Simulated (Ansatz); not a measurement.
# GaAs: levels of theory, part 2 of 2

The task, for GaAs: compare levels of theory; the runs are single point and GW levels.

Ansatz 0.2.0; DFT PBE, scalar-relativistic, plane waves, PAW, and further levels as typed in the inputs. The steps go on from the part before.

### 6 Single point: HSE06, no spin, mesh 6×6×6

It takes the final geometry of step 2.

Contents of input.yaml:

```yaml
crystal:
  lattice:
    - [0.0, 2.8265, 2.8265]
    - [2.8265, 0.0, 2.8265]
    - [2.8265, 2.8265, 0.0]
  atoms:
    - { symbol: Ga, position: [0.0, 0.0, 0.0] }
    - { symbol: As, position: [0.25, 0.25, 0.25] }
scf:
  occupations: { method: fixed }
  n_extra_bands: 8
output:
  eigenvalues: true
kpoints:
  mp_grid: { grid: [6, 6, 6] }
hamiltonian:
  xc: hse06
```

The run is started by

```console
$ ansatz run input.yaml --threads 4 --pin off --max-ram 11264MiB --backend cpu --events-out ev --progress --plain --runs-dir out
```

Log, cut to the lines that bear on the results:

```text
Warning: RAYON_NUM_THREADS=4 ignored (pool sized by the plan → 4); use --threads N
scf.n_extra_bands = 8 over 14 filled bands (N_el = 28.0): the run solves 22 bands
[...]
Pseudopotentials: kind: paw
Pseudopotential: Ga, paw, valence charge 13, recommended cutoff 420 eV (normal), Ga.paw.azcp
Pseudopotential: As, paw, valence charge 15, recommended cutoff 420 eV (normal), As.paw.azcp
Functional definition: HSE06
[...]
davidson cushion auto → on  (no smearing: the cushion is to keep the highest requested band from converging to the state above it; pin scf.eigensolver.cushion to override)
Crystal: 2 atoms, lattice volume = 45.162 Å³
Basis set: ecut = 420 eV, 893 PW (Γ)
Bands: 22, of which v1, the nominal top of the filled ones, is band 14 counted from 1 (13 counted from 0)
Symmetry: 24 space group operations
Space group: F-43m (ITA 216), of the structure as read, at distance tolerance 3.6e-5 Å
[...]
SCF 1 stopped early in 3 iterations: F = -8639.814710 eV  dr2 = 2.66e-5
[...]
Frozen-core exchange: fock
[...]
SCF 2 stopped early in 7 iterations: F = -8641.584608 eV  dr2 = 2.56e-7
hybrid outer 1: dexx = +9.785e-3 eV, tail = 6.28e-5 eV
[...]
Frozen-core exchange: fock
[...]
SCF iter   4: F=-8641.584711 eV  HF=-8641.584711 eV  |F-HF|=1.49e-8  |Δ(HF+E_count)|=   2.03e-8  Δρ=1.84e-6  dr2=2.45e-9  ethr=3.59e-12  ⟨swp⟩=3.8  Hψ=1898  notcnv=0
[...]
hybrid outer 2: dexx = +7.959e-7 eV, tail = 8.82e-8 eV, Δε = 2.90e-3 eV (about 1.73e-4 eV left of the loop's levels)
hybrid SCF converged: 2 outer / 11 inner (+3 warm-up), last move |dexx| = 7.96e-7 eV, tail = 8.82e-8 eV
Stability not checked: this state was not tested for a lower state beside it, because the functional holds exact exchange (a hybrid, or Hartree-Fock), whose exchange loop this test does not read (fock_operator; see scf.lower_state_search)
Free energy (F): -8641.584711 eV
Frozen-core exchange: fock
[...]
E sigma→0 (E₀):  -8641.584711 eV
Fermi energy:    7.784816 eV
[...]
--- Band table (eV; the first three rows and the last of 16) ---
[... band rows left out ...]
[...]
```

Wall time 6 s (4 threads of Intel Xeon 6975P-C (Granite Rapids), shared host); peak memory 1.6 GiB.

### 7 Single point: HSE06 with spin-orbit coupling

It takes the final geometry of step 2.

input.yaml, as its differences from that of step 6:

```diff
@@ -17 +17,5 @@
   xc: hse06
+  pseudopotentials: { kind: paw_fr }
+magnetization:
+  noncollinear: true
+  spin_orbit: true
```

The run is started by

```console
$ ansatz run input.yaml --threads 4 --pin off --max-ram 11264MiB --backend cpu --events-out ev --progress --plain --runs-dir out
```

Log, cut to the lines that bear on the results:

```text
Warning: RAYON_NUM_THREADS=4 ignored (pool sized by the plan → 4); use --threads N
scf.n_extra_bands = 8 over 28 filled bands (N_el = 28.0): the run solves 36 bands
[...]
Pseudopotentials: kind: paw_fr
Pseudopotential: Ga, paw_fr, valence charge 13, recommended cutoff 420 eV (normal), Ga.paw.azcp#standard-fr
Pseudopotential: As, paw_fr, valence charge 15, recommended cutoff 420 eV (normal), As.paw.azcp#standard-fr
[... 1 set-up line as earlier in the session ...]
[...]
davidson cushion auto → on  (no smearing: the cushion is to keep the highest requested band from converging to the state above it; pin scf.eigensolver.cushion to override)
non-collinear run that drives no moment, with spin-orbit: no starting moment large enough to seed its density (crystal.atoms[].spin), no starting occupations that ask for one, no magnetisation constraint and no magnetic field, so the semilocal B_xc is pinned to zero
[...]
hybrid outer 2: dexx = +1.866e-6 eV, tail = 6.83e-8 eV, Δε = 2.86e-3 eV (about 1.25e-4 eV left of the loop's levels)
the search or the solves at the SCF's close seem to have found levels that the self-consistency loop had missed (the run counts 1). By its estimate they hold under 1e-12 electrons; where the run keeps them, the occupations were computed again with them
hybrid SCF converged: 2 outer / 11 inner (+6 warm-up), last move |dexx| = 1.87e-6 eV, tail = 6.83e-8 eV
Magnetization: |M| = 0.0000 μB,  M = (+0.0000, +0.0000, +0.0000) μB
Absolute magnetization: 0.0000 μB (∫|m|)
  site 0: m = (+0.0000, +0.0000, +0.0000) μB, |m| = 0.0000 μB  (R = 1.01 Å)
  site 1: m = (+0.0000, +0.0000, +0.0000) μB, |m| = 0.0000 μB  (R = 1.01 Å)
Free energy (F): -8640.238690 eV
Frozen-core exchange: fock
[...]
E sigma→0 (E₀):  -8640.238690 eV
Fermi energy:    7.905280 eV
[...]
--- Band table (eV; the first three rows and the last of 16) ---
[...]
```

It took 31 s on 4 threads of Intel Xeon 6975P-C (Granite Rapids), shared host; peak memory 2.6 GiB.

### 8 GW levels: G0W0 on PBE, no spin, mesh 4×4×4

It takes the final geometry of step 2.

input.yaml, as its differences from that of step 7:

```diff
@@ -14,8 +14,9 @@
 kpoints:
-  mp_grid: { grid: [6, 6, 6] }
+  mp_grid: { grid: [4, 4, 4] }
 hamiltonian:
-  xc: hse06
-  pseudopotentials: { kind: paw_fr }
-magnetization:
-  noncollinear: true
-  spin_orbit: true
+  xc: pbe
+gw:
+  n_empty_bands: 80
+  ecut_chi: 120
+  qp_bands: [v1, c1]
+  qp_kpoints: [[0, 0, 0], [0.5, 0, 0.5]]
```

The run is started by

```console
$ ansatz run input.yaml --threads 4 --pin off --max-ram 11264MiB --backend cpu --events-out ev --progress --plain --runs-dir out
```

Log, cut to the lines that bear on the results:

```text
Warning: RAYON_NUM_THREADS=4 ignored (pool sized by the plan → 4); use --threads N
scf.n_extra_bands = 8 over 14 filled bands (N_el = 28.0): the run solves 22 bands
[...]
[... 4 set-up lines as earlier in the session ...]
[...]
Crystal: 2 atoms, lattice volume = 45.162 Å³
Basis set: ecut = 420 eV, 893 PW (Γ)
Bands: 22, of which v1, the nominal top of the filled ones, is band 14 counted from 1 (13 counted from 0)
[... 2 set-up lines as earlier in the session ...]
k-points: 8 of 64 (time reversal used)
[...]
SCF iter   1: F=—  HF=-8639.660865 eV  |F-HF|=—  |Δ(HF+E_count)|=         —  Δρ=1.79e-3  dr2=6.25e-4  ethr=1.77e-3  ⟨swp⟩=4.5  Hψ=692  notcnv=0  defer=42
[...]
Free energy (F): -8639.660292 eV
[...]
E sigma→0 (E₀):  -8639.660292 eV
Fermi energy:    8.235945 eV
[...]
--- Band table (eV; the first three rows and the last of 8) ---
[... band rows left out ...]
[...]
--- G₀W₀: ω_p = 29.2380 eV, 64 q-points, 80 empty bands' worth ---
  eigenvalues of the whole cell's RPA ε∞ on this k-mesh (on a slab, of 1 + 4πα/V) = 139.9619, 139.9619, 139.9619; static W/v taken at q = 0 is 0.007145
  GN-PPA: 258528/1159123 pairs with Re ω̃² < 0 across q-mesh
  bands read: the sum over 94 bands ends inside a degenerate multiplet in 1 slot, whose members it reads at an even weight; the widest, k=0: bands 94 to 95 (counted from 1) at 1/2 each
    ik  band        ε_KS         Σx   Σc(E_QP)       V_xc       Z   E_QP_lin       E_QP  E_QP is
     0    14      8.2359   -17.1628     1.4461   -15.3228  0.7905     7.8413     7.8421  root
     0    15      8.7433   -11.5533    -3.9195   -15.9909  0.7957     9.2628     9.2614  root
     6    14      5.5470   -15.7963     2.2148   -13.0119  0.7796     4.9751     4.9774  root
     6    15      9.6804    -6.7307    -3.8560   -10.4311  0.8074     9.5249     9.5247  root
```

It took 2 s on 4 threads of Intel Xeon 6975P-C (Granite Rapids), shared host; peak memory 0.43 GiB.

Among the states corrected, the gap goes from 0.51 eV (Kohn–Sham) to 1.42 eV (quasiparticle); Z lies between 0.78 and 0.81.

### 9 GW levels

It takes the final geometry of step 2.

input.yaml, as its differences from that of step 8:

```diff
@@ -18,4 +18,4 @@
 gw:
-  n_empty_bands: 80
-  ecut_chi: 120
+  n_empty_bands: 250
+  ecut_chi: 220
   qp_bands: [v1, c1]
```

The run is started by

```console
$ ansatz run input.yaml --threads 4 --pin off --max-ram 11264MiB --backend cpu --events-out ev --progress --plain --runs-dir out
```

Log, cut to the lines that bear on the results:

```text
Warning: RAYON_NUM_THREADS=4 ignored (pool sized by the plan → 4); use --threads N
scf.n_extra_bands = 8 over 14 filled bands (N_el = 28.0): the run solves 22 bands
[...]
[... 4 set-up lines as earlier in the session ...]
[...]
Crystal: 2 atoms, lattice volume = 45.162 Å³
Basis set: ecut = 420 eV, 893 PW (Γ)
Bands: 22, of which v1, the nominal top of the filled ones, is band 14 counted from 1 (13 counted from 0)
[... 2 set-up lines as earlier in the session ...]
k-points: 8 of 64 (time reversal used)
[...]
SCF iter   1: F=—  HF=-8639.660865 eV  |F-HF|=—  |Δ(HF+E_count)|=         —  Δρ=1.79e-3  dr2=6.25e-4  ethr=1.77e-3  ⟨swp⟩=4.5  Hψ=692  notcnv=0  defer=42
[...]
E sigma→0 (E₀):  -8639.660292 eV
Fermi energy:    8.235945 eV
[...]
--- Band table (eV; the first three rows and the last of 8) ---
[... band rows left out ...]
[...]
--- G₀W₀: ω_p = 29.2380 eV, 64 q-points, 250 empty bands' worth ---
  eigenvalues of the whole cell's RPA ε∞ on this k-mesh (on a slab, of 1 + 4πα/V) = 140.4063, 140.4063, 140.4063; static W/v taken at q = 0 is 0.007122
  GN-PPA: 1217704/7255447 pairs with Re ω̃² < 0 across q-mesh
  bands read: the sum over 264 bands ends inside a degenerate multiplet in 1 slot, whose members it reads at an even weight; the widest, k=0: bands 264 to 265 (counted from 1) at 1/2 each
    ik  band        ε_KS         Σx   Σc(E_QP)       V_xc       Z   E_QP_lin       E_QP  E_QP is
     0    14      8.2359   -17.1628     1.2265   -15.3228  0.7907     7.6206     7.6225  root
     0    15      8.7433   -11.5533    -4.2342   -15.9909  0.7956     8.9468     8.9465  root
     6    14      5.5470   -15.7963     2.0262   -13.0119  0.7804     4.7846     4.7888  root
     6    15      9.6804    -6.7307    -3.9764   -10.4311  0.8079     9.4048     9.4044  root
```

It took 11 s on 4 threads of Intel Xeon 6975P-C (Granite Rapids), shared host; peak memory 0.78 GiB.

Among the states corrected, the gap goes from 0.51 eV (Kohn–Sham) to 1.32 eV (quasiparticle); Z lies between 0.78 and 0.81.

### 10 Summary of results

The summary covers parts 1 to 2.

```
step                           level  k mesh  volume (Å³/atom)  pressure (GPa)  energy (eV)  gap on the mesh (eV)  gap less the measured one (eV)    time
   2                             PBE   8×8×8             22.58             3.3    -8639.834                  0.52                           -0.90  0.81 s
   3                             LDA   8×8×8             22.58             n/a    -8481.285                  0.29                           -1.13  0.61 s
   4                          r2SCAN   8×8×8             22.58             n/a    -8655.754                  1.02                           -0.40   1.2 s
   5    PBE with spin-orbit coupling   8×8×8             22.58             n/a    -8640.041                  0.41                           -1.01   2.4 s
   6                           HSE06   6×6×6             22.58             n/a    -8641.585                  1.42                           +0.01     6 s
   7  HSE06 with spin-orbit coupling   6×6×6             22.58             n/a    -8640.239                  1.30                           -0.11    31 s
```

Totals of different systems or levels have different zeros; only balanced differences at one level mean anything.

The GW runs:

| step | empty bands | cutoff of χ (eV) | Kohn–Sham gap (eV) | quasiparticle gap (eV) | time |
| --- | --- | --- | --- | --- | --- |
| 8 | 80 | 120 | 0.51 | 1.42 | 2 s |
| 9 | 250 | 220 | 0.51 | 1.32 | 11 s |

From the cheapest to the dearest GW setting the quasiparticle gap moves by -0.10 eV, to 1.32 eV, at 2 s against 11 s. Measured gap of GaAs: 1.418 eV (direct; 300 K; “Evidence of valence band perturbations in GaAsN/GaAs(001): A combined variable-angle spectroscopic ellipsometry and modulated photoreflectance investigation”, 2008, arxiv:0805.2212). This calculation gives 1.32 eV (-0.10 eV). 3 values of this kind are on record (1.412 to 1.51 eV); this one was drawn at random among those near their median, those with a stated uncertainty first. The gap is taken among the k points corrected; excitons and temperature are left out. On so coarse a mesh the screening at long wavelength is not converged. The measured gap used in the table is 1.418 eV (direct; 300 K; “Evidence of valence band perturbations in GaAsN/GaAs(001): A combined variable-angle spectroscopic ellipsometry and modulated photoreflectance investigation”, 2008, arxiv:0805.2212); excitons, temperature and zero-point motion are not in these runs.
